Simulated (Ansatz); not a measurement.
input.yaml (Ansatz)

```yaml
crystal:
  lattice:
    - [4.1492264968, 0.0, 0.0]
    - [0.0, 4.1492264968, 0.0]
    - [0.0, 0.0, 4.1492264968]
  atoms:
    - { symbol: Ba, position: [0.0, 0.0, 0.0] }
hamiltonian:
  xc: revpbe
  pseudopotentials:
    kind: paw
    azcp:
      Ba: "pseudopotentials/Ba.paw.azcp"
basis:
  ecutwfc: 420
  fft_grid_basis: typed
kpoints:
  mp_grid: { grid: [9, 9, 9], shift: [0, 0, 0] }
magnetization:
  spin_polarized: false
scf:
  occupations: { method: fermi_dirac, width: 0.1 }
  lower_state_search: "off"
output:
  stress: true
  write_density: true
  write_potential: true
  elf: true
  volumetric_format: npy
```

Output

```
Engine: ansatz 0.2.0, aarch64-unknown-linux-gnu
Pseudopotentials: kind: paw
Pseudopotential: Ba, paw, valence charge 10, recommended cutoff 420 eV (normal) 
Functional definition: revPBE
  parameter kappa = 1.245
  parameter beta = 0.06672455060314922
  exchange = pbe_x(kappa = kappa, mu = beta*pi^2/3)
  correlation = pbe_c(beta = beta)
Crystal: 1 atoms, lattice volume = 71.433 Å³
Basis set: ecut = 420 eV, 1365 PW (Γ)
Bands: 9, of which v1, the nominal top of the filled ones, is band 5 counted from 1 (4 counted from 0)
Symmetry: 48 space group operations
Space group: Pm-3m (ITA 221), of the structure as read, at distance tolerance 4.1e-5 Å
k-points: 35 of 729
Non-local potential: Ba, projectors of the file, l = 0: 3, l = 1: 2, l = 2: 2, l = 3: 2
PAW form: soft (Blöchl's): semilocal exchange-correlation on the pseudo side does not see the compensation charge
PAW frozen core: Ba, regenerated for the run's functional, and the local potential with it (the file was generated under x = pbe(κ = 0.804, μ = 0.2195149727645171), c = pbe(β = 0.06672455060314922))
PAW one-centre angular grid: Ba, 194 points (default); XC on 64 Gauss nodes
Initial density: superposition of atomic densities (neutral atoms: chi_scale 0, normalization atom), corrected by the library's trained network
Initial wavefunctions: pseudopotential atomic-orbital guess
Functional: x = revpbe(κ = 1.245, μ = 0.2195149727645171), c = pbe(β = 0.06672455060314922)
SCF iter   1: F=—  HF=-5956.114054 eV  |F-HF|=—  |Δ(HF+E_count)|=         —  Δρ=1.62e-3  dr2=4.42e-3  ethr=1.77e-3  ⟨swp⟩=7.6  Hψ=3088  notcnv=0
SCF iter   2: F=—  HF=-5956.114778 eV  |F-HF|=—  |Δ(HF+E_count)|=   7.24e-4  Δρ=1.18e-3  dr2=2.64e-3  ethr=4.42e-5  ⟨swp⟩=1.2  Hψ=616  notcnv=0
SCF iter   3: F=—  HF=-5956.114988 eV  |F-HF|=—  |Δ(HF+E_count)|=   2.11e-4  Δρ=4.22e-4  dr2=3.14e-4  ethr=2.64e-5  ⟨swp⟩=1.9  Hψ=430  notcnv=0
SCF iter   4: F=—  HF=-5956.115009 eV  |F-HF|=—  |Δ(HF+E_count)|=   2.04e-5  Δρ=8.21e-5  dr2=2.45e-6  ethr=3.14e-6  ⟨swp⟩=2.0  Hψ=451  notcnv=0
SCF iter   5: F=—  HF=-5956.115013 eV  |F-HF|=—  |Δ(HF+E_count)|=   4.55e-6  Δρ=1.61e-5  dr2=1.48e-7  ethr=2.45e-8  ⟨swp⟩=2.9  Hψ=539  notcnv=0
SCF iter   6: F=-5956.115013 eV  HF=-5956.115013 eV  |F-HF|=2.95e-9  |Δ(HF+E_count)|=   1.66e-7  Δρ=1.28e-6  dr2=1.42e-9  ethr=1.00e-9  ⟨swp⟩=10.4  Hψ=2911  notcnv=0
SCF 1 converged in 6 iterations: F = -5956.115013 eV  dr2 = 1.42e-9
SCF converged after 6 iterations
Free energy (F): -5956.115013 eV
Harris-Foulkes:  -5956.115013 eV  (|F-HF|=2.95e-9)
Internal energy: -5956.073166 eV  (E = F + TS)
E sigma→0 (E₀):  -5956.094090 eV
Entropy (-TS):   -0.041847 eV (-41.847 meV/atom)
Fermi energy:    4.979114 eV
--- Per-component energies (eV) ---
  E_band       = -97.380672
  E_kinetic    = 165.982405
  E_local      = -423.302810  (includes V_loc(G=0)·N_el)
  E_nonlocal   = 56.524651
  E_hartree    = 135.882932
  E_xc         = -166.521902
  E_vxc        = -133.109527  (∫ρ·V_xc dr)
  E_paw        = -5232.269624  (= ΣΔE_a)
  E_vpaw       = -35.241330  (= ΣTr[D̂ρ^β])
  E_aug_tail   = -0.000002  (compensation charges beyond the density's cutoff)
  E_ewald      = -492.333666
  E_core_change = -0.035151  (= ΣΔE_core)
  E_smearing   = -0.041847  (= −TS)
  E_closure    = 0.000000  (closes the sum)
  Σ components = -5956.115013   (vs F -5956.115013, Δ=0.00e0)
--- Stress (GPa, compression-positive) ---
       -0.402277      -0.000000      -0.000000
        0.000000      -0.402277       0.000000
        0.000000       0.000000      -0.402277
  P = ⅓ Tr σ = -0.4023 GPa (-4.023 kbar)
--- Band table (eV; the first three rows and the last of 35) ---
  k-point 0: bands = ["-24.4011", "-9.3546", "-9.3546", "-9.3546", "2.4547", "5.1188", "5.1188", "9.1645", "9.1645"]
  k-point 1: bands = ["-24.3973", "-9.4107", "-9.3498", "-9.3498", "2.6102", "5.1677", "5.2557", "8.7621", "8.7621"]
  k-point 2: bands = ["-24.3878", "-9.5488", "-9.3377", "-9.3377", "3.0258", "5.3003", "5.5754", "8.1301", "8.1301"]
  k-point 34: bands = ["-24.3093", "-9.6811", "-9.6793", "-9.6793", "4.9983", "5.1222", "5.1222", "8.4793", "9.3721"]
```
